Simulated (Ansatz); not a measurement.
Wanted: the native input for an Ansatz 0.2.0 run.

```yaml
Task: band structure
Functional: PBE
Potentials_or_basis: Ansatz PAW
Cutoff: "420 eV (not typed: the program's choice for these potentials)"
k_mesh: 4 × 8 × 1
Occupations: fermi-dirac, width 0.05 eV
Spin: no spin polarisation
Path: "[[\"G\", \"Y\", \"H\", \"C\", \"E\", \"M1\", \"A\", \"X\", \"H1\"], [\"M\", \"D\", \"Z\"], [\"Y\", \"D\"]]"
Points_for_each_segment_of_the_path: 14
```

Slab: Te2Mo, a slab with vacuum.

```xyz
6
Lattice="6.3616 0.0000 0.0000 0.0000 3.4804 0.0000 -0.0857 0.0000 36.1759" Properties=species:S:1:pos:R:3 pbc="T T T"
Te    2.6844    2.6103   19.5604
Te    3.5915    0.8701   16.6155
Te    5.8104    0.8701   20.1329
Te    0.4655    2.6103   16.0430
Mo    1.1110    0.8701   17.9963
Mo    5.1649    2.6103   18.1796
```

These files were run (other wordings do the same):

input.yaml

```yaml
crystal:
  lattice:
    - [6.3616090156, 0.0, 0.0]
    - [0.0, 3.48040306, 0.0]
    - [-0.0857412231, 0.0, 36.1758904685]
  atoms:
    - { symbol: Te, position: [0.4292511, 0.75, 0.54070358] }
    - { symbol: Te, position: [0.5707489, 0.25, 0.45929642] }
    - { symbol: Te, position: [0.92084787, 0.25, 0.55652732] }
    - { symbol: Te, position: [0.07915213, 0.75, 0.44347268] }
    - { symbol: Mo, position: [0.18134756, 0.25, 0.49746537] }
    - { symbol: Mo, position: [0.81865244, 0.75, 0.50253463] }
hamiltonian:
  xc: pbe
  pseudopotentials: { kind: paw }
kpoints:
  mp_grid: { grid: [4, 8, 1] }
  band_path:
    path:
      - [[0.0, 0.0, 0.0], [0.0, 0.0, 0.5], [-0.4997944133, 0.0, 0.5067361864], [-0.5, 0.0, 0.5], [-0.5, 0.5, 0.5], [-0.5002055867, 0.5, 0.4932638136], [-0.5, 0.5, 0.0], [-0.5, 0.0, 0.0], [-0.5002055867, 0.0, 0.4932638136]]
      - [[-0.4997944133, 0.5, 0.5067361864], [0.0, 0.5, 0.5], [0.0, 0.5, 0.0]]
      - [[0.0, 0.0, 0.5], [0.0, 0.5, 0.5]]
    npoints: 14
scf:
  occupations: { method: fermi_dirac, width: 0.05 }
  n_extra_bands: 15
output:
  forces: true
  stress: true
  eigenvalues: true
  fatbands: true
```

Potentials or basis: Ansatz PAW.

Command:

```sh
$ ansatz run input.yaml --threads 2 --pin off --max-ram 5120MiB --backend cpu --events-out ev --progress --plain --runs-dir out
```

Results of the run:

| Property | Result |
| --- | --- |
| Largest force | 0.252 eV/Å |
| Band gap on the k mesh | none (metal or under the smearing width) |

Caveat: spin-orbit coupling is left out, which moves the levels of the heavy elements.

Wall time 3.1 min on 2 threads of AMD EPYC 7B13 (Zen 3), with other jobs on the host, peak memory 3.9 GiB.
